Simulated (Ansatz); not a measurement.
KI: band structure with PBEsol

**The experiment to reproduce.**

A printed reference work, monograph reports, for a bulk crystal of KI: band gap 6.32 eV.

The system is KI.

```
CELL_PARAMETERS angstrom
0.00000 3.53277 3.53277
3.53277 0.00000 3.53277
3.53277 3.53277 0.00000
ATOMIC_POSITIONS crystal
I 0.50000 0.50000 0.50000
K 0.00000 0.00000 0.00000
```

```yaml
Program: Ansatz 0.2.0
Task: band structure
Functional: PBEsol
Potentials_or_basis: all-electron LAPW, non-relativistic
Cutoff: 115 eV (chosen from the basis error)
Basis_error_allowed: 0.001 eV/atom
k_mesh: 7 × 7 × 7
Occupations: fermi-dirac, width 0.05 eV
Spin: no spin polarisation
```

```
Pressure                : -0.1 GPa
Band gap on the k mesh  : 4.28 eV, direct
Band gap along the path : 4.28 eV, direct
```

Levels at the corners of the path, in eV from the valence-band top:
```csv
point,band 14,band 15,band 16,band 17,band 18,band 19,band 20,band 21
Γ,-9.21,0.00,0.00,0.00,4.28,6.38,6.38,6.38
X,-9.01,-1.03,-0.38,-0.38,4.79,5.77,7.98,8.74
W,-8.96,-0.75,-0.75,-0.62,6.35,6.35,6.56,8.42
K,-8.96,-0.88,-0.78,-0.39,5.50,6.58,7.53,8.39
Γ,-9.21,0.00,0.00,0.00,4.28,6.38,6.38,6.38
L,-8.91,-1.36,-0.35,-0.35,5.53,7.67,7.98,7.98
U,-8.96,-0.88,-0.78,-0.39,5.50,6.58,7.53,8.39
W,-8.96,-0.75,-0.75,-0.62,6.35,6.35,6.56,8.42
```

It took 2.9 s on 1 thread of Intel(R) Xeon(R) 6975P-C (Granite Rapids), with other jobs on the host, peak memory 0.28 GiB.

Against the measured gap of KI, 6.32 eV (a printed reference work, monograph), the calculated 4.28 eV is off by -2.04 eV. Spin-orbit coupling on I is left out. The value is that of PBEsol, without temperature or zero-point motion. Semilocal functionals fall short of measured gaps as a rule.

Caveat: relativity is left out, which matters for the heavier elements; spin-orbit coupling is left out, which moves the levels of the heavy elements.
